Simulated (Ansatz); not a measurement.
A plane-wave DFT run in Ansatz 0.2.0 (scalar-relativistic PAW potentials unless the input names others): input and command.

```yaml
crystal:
  lattice:
    - [0.0, 2.5453710076, 2.5453710076]
    - [2.5453710076, 0.0, 2.5453710076]
    - [2.5453710076, 2.5453710076, 0.0]
  atoms:
    - { symbol: Hf, position: [0.0, 0.0, 0.0] }
    - { symbol: O, position: [0.25, 0.25, 0.25] }
    - { symbol: O, position: [0.75, 0.75, 0.75] }
basis:
  ecutwfc: 420
kpoints:
  mp_grid: { grid: [8, 8, 8] }
hamiltonian:
  xc: pbe
  hubbard: { sites: [{ species: Hf, l: d, u_eff: 6.0 }], double_counting: fll }
scf:
  occupations: { method: fixed }
output:
  forces: true
  eigenvalues: true
  stress: true
```

```bash
ansatz run input.yaml --threads 1 --pin off --max-ram 3072MiB --backend cpu --events-out ev --progress --plain --runs-dir out
```

Abridged log:
```
Hf: projections on atomic orbitals take those of the free atom [Kr 4d10] 4f14 5s2 5p6 5d2 6s2, of charge +0.00 (hamiltonian.pseudopotentials.projection_atoms); the dataset's partial waves leave at most 4.9e-5 of an orbital's norm unspanned inside its sphere
O: projections on atomic orbitals take those of the free atom [He] 2s2 2p4, of charge +0.00 (hamiltonian.pseudopotentials.projection_atoms); the dataset's partial waves leave at most 1.9e-8 of an orbital's norm unspanned inside its sphere
Pseudopotentials: kind: paw
Pseudopotential: Hf, paw, valence charge 26, recommended cutoff 420 eV (normal)
Pseudopotential: O, paw, valence charge 6, recommended cutoff 420 eV (normal)
Functional definition: PBE
Crystal: 3 atoms, lattice volume = 32.982 Å³
Basis set: ecut = 420 eV, 645 PW (Γ), exchange–correlation on 50×50×50 points (8 copies of the dense FFT grid, shifted against one another)
Bands: 23, of which v1, the nominal top of the filled ones, is band 19 counted from 1 (18 counted from 0)
Symmetry: 48 space group operations
Space group: Fm-3m (ITA 225), of the structure as read, at distance tolerance 3.2e-5 Å
k-points: 29 of 512
Initial density: superposition of atomic densities (chi_scale 0.1, normalization cell, long waves kept (reshape's long-wave potential 0.00 eV rms))
Initial wavefunctions: pseudopotential atomic-orbital guess
Functional: x = pbe(κ = 0.804, μ = 0.21951497), c = pbe(β = 0.06672455)
SCF iter   1: F=—  HF=-16856.925901 eV  |F-HF|=—  |Δ(HF+E_count)|=         —  Δρ=7.66e-2  dr2=1.41e0  ethr=3.10e-3  ⟨swp⟩=4.0  Hψ=2176  notcnv=0  defer=49
SCF iter   2: F=—  HF=-16856.688816 eV  |F-HF|=—  |Δ(HF+E_count)|=   2.37e-1  Δρ=3.57e-2  dr2=1.73e-1  ethr=3.10e-3  ⟨swp⟩=2.0  Hψ=1510  notcnv=0  defer=56
SCF iter   3: F=—  HF=-16856.735981 eV  |F-HF|=—  |Δ(HF+E_count)|=   4.72e-2  Δρ=1.25e-2  dr2=4.40e-2  ethr=4.56e-4  ⟨swp⟩=2.0  Hψ=1103  notcnv=0  defer=57
SCF iter   4: F=—  HF=-16856.739469 eV  |F-HF|=—  |Δ(HF+E_count)|=   3.49e-3  Δρ=3.97e-3  dr2=1.92e-3  ethr=1.16e-4  ⟨swp⟩=2.0  Hψ=1277  notcnv=0  defer=57
SCF iter   5: F=—  HF=-16856.741974 eV  |F-HF|=—  |Δ(HF+E_count)|=   2.50e-3  Δρ=3.35e-3  dr2=3.15e-3  ethr=5.06e-6  ⟨swp⟩=2.0  Hψ=1279  notcnv=0  defer=57
SCF iter   6: F=—  HF=-16856.740831 eV  |F-HF|=—  |Δ(HF+E_count)|=   1.14e-3  Δρ=2.69e-4  dr2=2.04e-5  ethr=5.06e-6  ⟨swp⟩=2.0  Hψ=1269  notcnv=0  defer=57
SCF iter   7: F=—  HF=-16856.740820 eV  |F-HF|=—  |Δ(HF+E_count)|=   1.07e-5  Δρ=7.06e-5  dr2=1.03e-6  ethr=5.38e-8  ⟨swp⟩=2.2  Hψ=1172  notcnv=0  defer=1
SCF iter   8: F=-16856.740821 eV  HF=-16856.740821 eV  |F-HF|=5.66e-9  |Δ(HF+E_count)|=   3.25e-7  Δρ=7.09e-6  dr2=6.32e-9  ethr=2.63e-10  ⟨swp⟩=6.9  Hψ=3401  notcnv=0
SCF 1 converged in 8 iterations: F = -16856.740821 eV  dr2 = 6.32e-9
SCF converged after 8 iterations
Free energy (F): -16856.740821 eV
Harris-Foulkes:  -16856.740821 eV  (|F-HF|=5.66e-9)
Internal energy: -16856.740821 eV  (E = F + TS)
E sigma→0 (E₀):  -16856.740821 eV
Fermi energy:    16.328436 eV
--- Forces (eV/Å), atoms counted from 1 ---
  atom   1  Hf     0.00000000     0.00000000     0.00000000
  atom   2  O      0.00000000     0.00000000     0.00000000
  atom   3  O      0.00000000     0.00000000     0.00000000
--- Stress (GPa, compression-positive) ---
       10.256139       0.000000       0.000000
        0.000000      10.256139       0.000000
        0.000000       0.000000      10.256139
  P = ⅓ Tr σ = 10.2561 GPa (102.561 kbar)
Occupation matrices written to <dir>
```

Apart from outputs, empty bands and the relaxation, which only the reference makes, the input differs from a reference run on usual settings in hamiltonian.hubbard: not typed → {"sites": [{"species": "Hf", "l": "d", "u_eff": 6.0}], "double_counting": "fll"}. The reference, at the same geometry, ended its own course with pressure 1.00 GPa, largest force 0.000 eV/Å, gap on the mesh 3.76 eV. This run converged in 8 SCF iterations with an energy at zero smearing 1.6 eV/atom above the reference's (the Hamiltonian itself differs), pressure 10.26 GPa, largest force 0.000 eV/Å, gap on the mesh 4.88 eV.

The run took 9.1 s on 1 thread of Intel(R) Xeon(R) Processor @ 2.50GHz (Skylake/Cascade Lake) (shared host), peak memory 0.33 GiB.